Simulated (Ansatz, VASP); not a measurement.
# Two plane-wave programs on KI

```
CELL_PARAMETERS angstrom
0.00000 3.54428 3.54428
3.47340 0.00000 3.54428
3.47340 3.54428 0.00000
ATOMIC_POSITIONS crystal
K 0.00000 0.00000 0.00000
I 0.50000 0.50000 0.50000
```

Change from the starting cell: uniaxial_x strain -2.0%.

Alike in both runs: task single point; functional r2SCAN; k mesh 6 × 6 × 6; no spin polarisation.

|  | VASP | Ansatz |
| --- | --- | --- |
| version | VASP 6.6.1 | Ansatz 0.2.0 |
| potentials or method | VASP PAW PBE potentials, release 64 (K_sv, I) | plane waves, PAW |
| plane-wave cutoff (eV) | 520 | 500 |
| occupations | gaussian, width 0.01 eV | fixed |
| valence electrons in the cell | 16 | 26 |

Ansatz gave:

- gap on the k mesh at the Fermi level (eV): 4.63
- pressure (GPa): 0.3
- largest component of the traceless stress (GPa): 0.42

Task: Estimate VASP's values.

Result: gap on the k mesh at the Fermi level (eV): 4.63; pressure (GPa): 0.3; largest component of the traceless stress (GPa): 0.43.

The two sets of potentials don't hold the same shells in valence.

Caveats: the PAW data sets were made with another functional, which shifts forces and pressure a little (VASP); spin-orbit coupling is left out, which moves the levels of the heavy elements.
